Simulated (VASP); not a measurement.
# BAs (F-43m) in VASP: notebook

The runs below take BAs through single point, with PBE.

All numbers are computed with VASP 6.6.1; they aren't measurements. Logs are shortened: lines on timing, memory, paths and dates and some standing lists are left out, and cuts for length are marked.

### 1 The crystal as given

It takes space group F-43m (No. 216, cubic). Conventional cell: a = 4.809 Å, b = 4.809 Å, c = 4.809 Å, α = 90.00°, β = 90.00°, γ = 90.00°. Around B (site symmetry -43m) lie 4 As at 2.08 Å. As (site symmetry -43m) is surrounded by 4 B at 2.08 Å.

### 2 Single point, PBE

Input file INCAR:

```
SYSTEM = BAs
ALGO = Normal
EDIFF = 1E-6
ENCUT = 520
GGA = PE
ISIF = 2
ISMEAR = 0
LASPH = .TRUE.
LCHARG = .FALSE.
LREAL = .FALSE.
LWAVE = .FALSE.
NBANDS = 11
NELM = 80
PREC = Accurate
SIGMA = 0.02
```

Input file KPOINTS:

```
k-points
0
G
  10 10 10
  0 0 0
```

Input file POSCAR:

```
BAs
1.0
    0.0000000000      2.4044111833      2.4044111833
    2.4044111833      0.0000000000      2.4044111833
    2.4044111833      2.4044111833      0.0000000000
B As
1 1
Direct
    0.0000000000      0.0000000000      0.0000000000
    0.2500000000      0.2500000000      0.2500000000
```

Potentials or basis: VASP PAW PBE potentials, release 64 (B, As).

Command:

```sh
> cat potpaw_PBE.64/B/POTCAR potpaw_PBE.64/As/POTCAR > POTCAR
> mpirun -np 1 vasp_std > vasp.out
```

OUTCAR:

```text
SYSTEM = BAs
   EDIFF = 1E-6
   ENCUT = 520
   GGA = PE
   ISIF = 2
   ISMEAR = 0
   LASPH = .TRUE.
   LREAL = .FALSE.
   NELM = 80
   PREC = Accurate

 ion  position               nearest neighbor table
   1  0.000  0.000  0.000-   2 2.08   2 2.08   2 2.08   2 2.08
   2  0.250  0.250  0.250-   1 2.08   1 2.08   1 2.08   1 2.08

  LATTYP: Found a face centered cubic cell.
 ALAT       =     4.8088223666

  Lattice vectors:

 A1 = (   0.0000000000,   2.4044111833,   2.4044111833)
 A2 = (   2.4044111833,   0.0000000000,   2.4044111833)
 A3 = (   2.4044111833,   2.4044111833,   0.0000000000)

Analysis of symmetry for initial positions (statically):
=====================================================================
 Subroutine PRICEL returns:
 Original cell was already a primitive cell.

 Routine SETGRP: Setting up the symmetry group for a
 face centered cubic supercell.

 Subroutine GETGRP returns: Found 24 space group operations
 (whereof 24 operations were pure point group operations)
 out of a pool of 48 trial point group operations.

The static configuration has the point symmetry T_d .

Analysis of symmetry for dynamics (positions and initial velocities):
=====================================================================
 Subroutine PRICEL returns:
 Original cell was already a primitive cell.

 Routine SETGRP: Setting up the symmetry group for a
 face centered cubic supercell.

 Subroutine GETGRP returns: Found 24 space group operations
 (whereof 24 operations were pure point group operations)
 out of a pool of 48 trial point group operations.

The dynamic configuration has the point symmetry T_d .

 Subroutine INISYM returns: Found 24 space group operations
 (whereof 24 operations are pure point group operations),
 and found     1 'primitive' translations

----------------------------------------------------------------------------------------

                                     Primitive cell

  volume of cell :      27.8007

  direct lattice vectors                    reciprocal lattice vectors
     0.000000000  2.404411183  2.404411183    -0.207951121  0.207951121  0.207951121
     2.404411183  0.000000000  2.404411183     0.207951121 -0.207951121  0.207951121
     2.404411183  2.404411183  0.000000000     0.207951121  0.207951121 -0.207951121

  length of vectors
     3.400350905  3.400350905  3.400350905     0.360181906  0.360181906  0.360181906

  position of ions in fractional coordinates (direct lattice)
     0.000000000  0.000000000  0.000000000
[... 88 lines left out ...]
   PSTRESS=    0.0 pullay stress
   NELECT =       8.0000    total number of electrons
   NUPDOWN=      -1.0000    fix difference up-down
   EMIN   =  10.00;   EMAX   =-10.00  energy-range for DOS
   EFERMI =   0.00;   METHOD = LEGACY
   ISMEAR =     0;   SIGMA  =   0.02  broadening in eV -4-tet -1-fermi 0-gaus
   EFERMI_NEDOS =   21; number of points for ismear=-14 and -15
   IALGO  =     38    algorithm
   IMIX   =      4    mixing-type and parameters
     AMIX     =   0.40;   BMIX     =  1.00
     AMIX_MAG =   1.60;   BMIX_MAG =  1.00
  volume/ion in A,a.u.               =      13.90        93.80
  Fermi-wavevector in a.u.,A,eV,Ry     =   1.080818  2.042451 15.893898  1.168169
  Thomas-Fermi vector in A             =   2.216819
   LORBIT       =      0    0 simple, 1 ext, 2 COOP (PROOUT), +10 PAW based schemes
   GGA     = PE    functional components
   LHFCALC =     F    Hartree Fock is set to
   AEXX    =    0.0000 exact exchange contribution
   IVDW    =     0    specifies the selected vdW correction
   LEPSILON=     F    determine dielectric tensor
   LRPA    =     F    only Hartree local field effects (RPA)
 non-spin polarized calculation
 Gauss-broadening in eV      SIGMA  =   0.02
  energy-cutoff  :      520.00
  volume of cell :       27.80
 maximum number of plane-waves:       763
 NGX is ok and might be reduce to    28
   NGX = 13   NGY = 13   NGZ = 13

 number of electron       8.0000000 magnetization

 Free energy of the ion-electron system (eV)
  ---------------------------------------------------
  ext. energy  EPLUGINS =         0.00000000
  ---------------------------------------------------
  free energy    TOTEN  =       -11.41339576 eV

  energy without entropy =      -11.41339576  energy(sigma->0) =      -11.41339576

 E-fermi :   6.0367     XC(G=0): -10.4981

 val. band max:        5.9083402469   @ k =   0.0000   0.0000   0.0000
 cond. band min:       7.1041266248   @ k =   0.4000   0.4000   0.0000
 fundamental gap:      1.1957863779
 Fermi energy:         6.0367485956

 k-point     1 :       0.0000    0.0000    0.0000
  band No.  band energies     occupation
      1      -9.3127      2.00000
      2       5.9083      2.00000
      3       5.9083      2.00000
      4       5.9083      2.00000
      5       9.1601      0.00000
      6       9.1601      0.00000
      7       9.1601      0.00000
      8      10.3431      0.00000
      9      15.3954      0.00000
     10      18.7787      0.00000
     11      18.7787      0.00000
[... 309 lines left out ...]
 k-point    24 :       0.4000    0.3000    0.0000
  band No.  band energies     occupation
      1      -6.7229      2.00000
      2      -0.4963      2.00000
      3       2.0142      2.00000
      4       2.4939      2.00000
      5       7.6147      0.00000
      6       9.2965      0.00000
      7      14.6031      0.00000
      8      14.8465      0.00000
      9      17.7887      0.00000
     10      21.4724      0.00000
     11      21.6507      0.00000

 [... further k-points ...]

------------------------ aborting loop because EDIFF is reached ----------------------------------------

  FORCE on cell =-STRESS in cart. coord.  units (eV):
  Direction    XX          YY          ZZ          XY          YZ          ZX
  --------------------------------------------------------------------------------------
  -------------------------------------------------------------------------------------
  Total        0.1095585      0.1095585      0.1095585      0.0000000      0.0000000      0.0000000
  in kB        6.3139372      6.3139372      6.3139372      0.0000000      0.0000000      0.0000000
  external PRESSURE =       6.3139372 kB  Pullay stress =       0.0000000 kB

 VOLUME and BASIS-vectors are now :
 -----------------------------------------------------------------------------
  energy-cutoff  :      520.00
  volume of cell :       27.80
      direct lattice vectors                 reciprocal lattice vectors
     0.000000000  2.404411183  2.404411183    -0.207951121  0.207951121  0.207951121
     2.404411183  0.000000000  2.404411183     0.207951121 -0.207951121  0.207951121
     2.404411183  2.404411183  0.000000000     0.207951121  0.207951121 -0.207951121

 POSITION                                       TOTAL-FORCE (eV/Angst)
 -----------------------------------------------------------------------------------
      0.00000      0.00000      0.00000        -0.000000      0.000000      0.000000
      1.20221      1.20221      1.20221         0.000000     -0.000000     -0.000000
 -----------------------------------------------------------------------------------
    total drift:                               -0.000000     -0.000000     -0.000000

  FREE ENERGIE OF THE ION-ELECTRON SYSTEM (eV)
  ---------------------------------------------------
  free  energy   TOTEN  =       -11.4133957626 eV

  energy  without entropy=      -11.4133957626  energy(sigma->0) =      -11.41339576
```

OSZICAR:

```text
N       E                     dE             d eps       ncg     rms          rms(c)
DAV:   1     0.121967620286E+02    0.12197E+02   -0.38047E+03  1034   0.642E+02
DAV:   2    -0.113320515127E+02   -0.23529E+02   -0.22746E+02  1392   0.105E+02
DAV:   3    -0.120128081669E+02   -0.68076E+00   -0.67941E+00  1293   0.167E+01
DAV:   4    -0.120146916522E+02   -0.18835E-02   -0.18833E-02  1154   0.977E-01
DAV:   5    -0.120146947532E+02   -0.31010E-05   -0.31010E-05  1251   0.425E-02    0.479E+00
DAV:   6    -0.114742355621E+02    0.54046E+00   -0.15237E+00  1094   0.496E+00    0.233E+00
DAV:   7    -0.114194366639E+02    0.54799E-01   -0.17867E-01  1205   0.208E+00    0.968E-01
DAV:   8    -0.114129310598E+02    0.65056E-02   -0.19773E-02  1169   0.795E-01    0.962E-02
DAV:   9    -0.114132323144E+02   -0.30125E-03   -0.77495E-04  1172   0.159E-01    0.565E-02
DAV:  10    -0.114133894342E+02   -0.15712E-03   -0.19313E-04  1081   0.845E-02    0.120E-02
DAV:  11    -0.114133955400E+02   -0.61057E-05   -0.55905E-06  1275   0.158E-02    0.101E-02
DAV:  12    -0.114133957626E+02   -0.22264E-06   -0.27895E-06  1097   0.910E-03
   1 F= -.11413396E+02 E0= -.11413396E+02  d E =-.423825E-22
```

stdout:

```text
POSCAR found type information on POSCAR B As
 POSCAR found :  2 types and       2 ions
 scaLAPACK will be used
 LDA part: xc-table for (Slater+PW92), standard interpolation
 POSCAR, INCAR and KPOINTS ok, starting setup
 FFT: planning ... GRIDC
 FFT: planning ... GRID_SOFT
 FFT: planning ... GRID
 WAVECAR not read
 entering main loop
```

Wall time 21 s (1 thread of Intel Xeon Platinum 8175M at 2.50GHz (Skylake/Cascade Lake), shared host); peak memory 0.16 GiB.

What came out:

```yaml
Free_energy: -11.4134 eV
Pressure: 0.6 GPa
Band_gap_on_the_k_mesh: 1.20 eV, indirect (least direct gap 3.25 eV)
```

A k mesh can miss the band edges. A hybrid or GW would open this gap; PBE tends to underestimate it.

### 3 Single point, PBE

Input file INCAR:

```
  PREC = Accurate
  ENCUT = 520
  EDIFF = 1E-6
  ISMEAR = 0
  SIGMA = 0.02
  LREAL = F
  LASPH = T
  NELM = 100
  ALGO = Normal
  ISIF = 2
  LWAVE = F
  LCHARG = F
  GGA = PE
  NBANDS = 11
```

Input file KPOINTS:

```
regular mesh
0
Gamma
  10 10 10
```

POSCAR is that of step 2.

Potentials or basis: VASP PAW PBE potentials, release 64 (B, As).

Command:

```sh
> cat potpaw_PBE.64/B/POTCAR potpaw_PBE.64/As/POTCAR > POTCAR
> mpirun -np 1 vasp_std > vasp.out
```

It took 22 s on 1 thread of Intel Xeon Platinum 8175M at 2.50GHz (Skylake/Cascade Lake), shared host; peak memory 0.16 GiB.

Results (log left out):

| Quantity | Value |
| --- | --- |
| Free energy | -11.4134 eV |
| Pressure | 0.6 GPa |
| Band gap on the k mesh | 1.20 eV, indirect (least direct gap 3.25 eV) |

Levels at points of the mesh, in eV from the valence-band top:
```csv
k point,band 2,band 3,band 4,band 5,band 6,band 7
"(0.00, 0.00, 0.00)",0.00,0.00,0.00,3.25,3.25,3.25
"(0.50, 0.00, 0.00)",-8.64,-1.79,-1.79,2.58,4.76,4.76
"(0.50, 0.50, 0.00)",-8.42,-4.00,-4.00,1.45,1.46,11.18
```
